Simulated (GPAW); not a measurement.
Runs of GPAW 26.7.0 on HfO2. It takes space group Fm-3m (No. 225, cubic). Conventional cell: a = 5.115 Å, b = 5.115 Å, c = 5.115 Å, α = 90.00°, β = 90.00°, γ = 90.00°. Around Hf (site symmetry m-3m) lie 8 O at 2.21 Å. O (site symmetry -43m) is surrounded by 4 Hf at 2.21 Å. Measurements of this composition are mostly on another form, of space group No. 14.

```csv
task,level,potentials or basis,U,cell,smearing,eigensolver,band path,band points,optimizer,fmax,gap on the mesh (eV),pressure (GPa),relaxed volume (Å³/atom)
band structure,BLYP,"PAW data sets generated in the run's folder for this functional, pw",-,as given,fermi-dirac 0.05 eV,davidson,"GXWKGLUWLK,UX",100,-,-,3.89,2.1,-
band structure,revPBE,"the program's PAW data sets (release 1.2.1) made for this functional, pw",-,as given,fermi-dirac 0.05 eV,-,"GXWKGLUWLK,UX",100,-,-,3.91,1.2,-
relaxation of cell and atoms,revPBE,"the program's PAW data sets (release 1.2.1) made for this functional, pw",-,relaxed,fermi-dirac 0.05 eV,-,-,-,BFGS,0.02 eV/Å,3.89,0.0,11.21
relaxation of cell and atoms,BLYP+D4,"PAW data sets generated in the run's folder for this functional, pw",-,relaxed,fermi-dirac 0.05 eV,davidson,-,-,BFGS,0.02 eV/Å,3.93,0.1,10.96
relaxation of cell and atoms,BLYP,"PAW data sets generated in the run's folder for this functional, pw",-,relaxed,fermi-dirac 0.05 eV,davidson,-,-,BFGS,0.02 eV/Å,3.86,0.0,11.25
relaxation of cell and atoms,revPBE+D4,"the program's PAW data sets (release 1.2.1) made for this functional, pw",-,relaxed to 10 GPa,fermi-dirac 0.05 eV,-,-,-,FIRE,0.05 eV/Å,(b),9.3,-
relaxation of cell and atoms,RPBE,"the program's PAW data sets (release 1.2.1) made for this functional, pw",-,relaxed,fermi-dirac 0.05 eV,-,-,-,BFGS,0.05 eV/Å,(c),0.0,11.28
band structure,r2SCAN,"GPAW PAW data sets (gpaw-data 1.2.1), pw",-,as given,fermi-dirac 0.05 eV,-,"GXWKGLUWLK,UX",100,-,-,4.32,-8.5,-
density of states,r2SCAN+D4+U,"GPAW PAW data sets (gpaw-data 1.2.1), pw",Hf d U = 4 eV,as given,gaussian 0.1 eV,-,-,-,-,-,5.17,(a),-
single point,PBEsol,"PAW data sets generated in the run's folder for this functional, pw",-,as given,gaussian 0.02 eV,-,-,-,-,-,3.70,-10.3,-
relaxation of cell and atoms,BLYP+D3(BJ),"PAW data sets generated in the run's folder for this functional, pw",-,relaxed,fermi-dirac 0.05 eV,davidson,-,-,BFGS,0.02 eV/Å,3.95,0.1,10.88
```

Alike in all rows: no spin polarisation; k mesh 9 × 9 × 9; cutoff (eV) 800.

Task: Estimate the missing entries.

Result: (a) 1.3; (b) 4.04; (c) 3.90.

Caveats: spin-orbit coupling is left out, which moves the levels of the heavy elements; an odd mesh through Γ misses points on the zone boundary, where band edges often lie (some runs); later steps reuse the first step's grids (some runs); the mesh misses the band edges, which the band path finds closer together (some runs); the PAW data sets were made with another functional, which shifts forces and pressure a little (some runs).

A k mesh can miss the band edges, and the runs leave out spin-orbit coupling on Hf.

Runs at the PBE level aren't shown here.
